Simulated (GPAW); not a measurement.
Hf:

```
Hf
1.0
     3.19670    0.00000    0.00000
    -1.59835    2.76842    0.00000
     0.00000    0.00000    5.05780
Hf
2
Direct
  0.66667 0.33333 0.75000
  0.33333 0.66667 0.25000
```

Base run:

* Program: GPAW 26.7.0
* Functional: TASK
* Potentials or basis: GPAW PAW data sets (gpaw-data 1.2.1)
* Cutoff: 600 eV
* Basis: pw
* k mesh: 7 × 7 × 4
* Occupations: fermi-dirac, width 0.05 eV
* Spin: spin-orbit coupling, no magnetisation

Its results: pressure 5.1 GPa.

Question: The run is repeated on the same cell with these changes: functional from TASK to SCAN; band points from 60 to 80. What comes out?

Answer: Pressure -3.3 GPa.

Caveats: spin-orbit coupling was added after a scalar SCF, so levels and gaps hold it while energy, forces, pressure and moments don't; the PAW data sets were made with another functional, which shifts forces and pressure a little.
